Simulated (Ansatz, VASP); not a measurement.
## One calculation of Ru, two programs

```
Ru
1.0
     4.26565    0.00000    0.00000
    -2.13282    3.69416    0.00000
     0.00000    0.00000    2.68933
Ru
3
Direct
  0.33333 0.66667 0.50000
  0.00000 0.00000 0.00000
  0.66667 0.33333 0.50000
```

Alike in both runs: functional PBE; k mesh 6 × 6 × 6; occupations gaussian, width 0.1 eV; no spin polarisation.

Ansatz relaxed the structure, and its values are those at the end. VASP's run is a single point on that final structure, the one shown.

|  | VASP | Ansatz |
| --- | --- | --- |
| version | VASP 6.6.1 | Ansatz 0.2.0 |
| potentials or method | VASP PAW PBE potentials, release 64 (Ru_pv) | scalar-relativistic, plane waves, PAW |
| plane-wave cutoff (eV) | 520 | 420 |
| valence electrons in the cell | 42 | 48 |

```csv
,VASP,Ansatz,Ansatz less VASP
gap on the k mesh at the Fermi level (eV),none,none,-
pressure (GPa),0.1,0.1,+0.03
```

A gap of «none» marks a metal or a gap that the smearing closes. The two sets of potentials don't hold the same shells in valence.

Caveats: the k mesh is coarse (spacing up to 0.39 Å⁻¹), so the values aren't converged.
